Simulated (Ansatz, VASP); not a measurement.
This is a calculation of PbSe (Clausthalite) for VASP 6.6.1. 

INCAR

```
PREC = Accurate
ENCUT = 600
EDIFF = 1E-7
ISMEAR = -1
SIGMA = 0.05
LREAL = False
LASPH = True
NELM = 80
ALGO = Normal
ISIF = 3
LWAVE = False
LCHARG = False
GGA = B5
ALDAX = 1.0
AGGAX = 1.0
AGGAC = 1.0
ALDAC = 0.0
IBRION = 2
NSW = 40
EDIFFG = -0.02
```

The input KPOINTS:

```
Automatic mesh
0
Gamma
  8 8 8
```

File POSCAR:

```
PbSe
1.0
    0.0000000000      3.0606500000      3.0606500000
    3.0606500000      0.0000000000      3.0606500000
    3.0606500000      3.0606500000      0.0000000000
Pb Se
1 1
Direct
    0.0000000000      0.0000000000      0.0000000000
    0.5000000000      0.5000000000      0.5000000000
```

Potentials or basis: VASP PAW PBE potentials, release 64 (Pb_d, Se).

Launch:

```sh
$ cat potpaw_PBE.64/Pb_d/POTCAR potpaw_PBE.64/Se/POTCAR > POTCAR
$ mpirun -np 1 vasp_std > vasp.out
```

Set up the same calculation for Ansatz 0.2.0. Potentials or basis there: Ansatz PAW, cutoff 420 eV.

As run (cutoffs and basis follow the program's own potentials, and thresholds, step limits or extra output files can differ):

File input.yaml:

```yaml
crystal:
  lattice:
    - [0.0, 3.06065, 3.06065]
    - [3.06065, 0.0, 3.06065]
    - [3.06065, 3.06065, 0.0]
  atoms:
    - { symbol: Pb, position: [0.0, 0.0, 0.0] }
    - { symbol: Se, position: [0.5, 0.5, 0.5] }
hamiltonian:
  xc: blyp
  pseudopotentials: { kind: paw }
kpoints:
  mp_grid: { grid: [8, 8, 8] }
scf:
  occupations: { method: fermi_dirac, width: 0.05 }
output:
  forces: true
  stress: true
relax:
  f_tol: 0.01
  max_steps: 40
  cell: { stress_tol: 0.05 }
```

Potentials or basis: Ansatz PAW.

Launch:

```console
$ ansatz run input.yaml --threads 2 --pin off --max-ram 5632MiB --backend cpu --events-out ev --progress --plain --runs-dir out
```

Both were run:

|  | VASP | Ansatz |
| --- | --- | --- |
| Relaxed volume | 32.20 Å³/atom | 32.11 Å³/atom |
| Relaxed cell | a = 4.499 Å, b = 4.499 Å, c = 4.499 Å, α = 60.00°, β = 60.00°, γ = 60.00° | a = 4.495 Å, b = 4.495 Å, c = 4.495 Å, α = 60.00°, β = 60.00°, γ = 60.00° |
| Space group after relaxing | Fm-3m (No. 225) | Fm-3m (No. 225) |
| Pressure after relaxing | 0.0 GPa | 0.0 GPa |

Ansatz's pressure holds a Pulay term of +0.02 GPa for its cutoff of 420 eV, which the other run lacks.

The potentials hold 20 and 30 valence electrons a cell.

VASP's potentials were made for PBE. Ansatz's potentials were made for PBE.

Where Ansatz's input types no cutoff or centring, it takes its own default and a Γ-centred mesh.

Pressure is positive in compression.
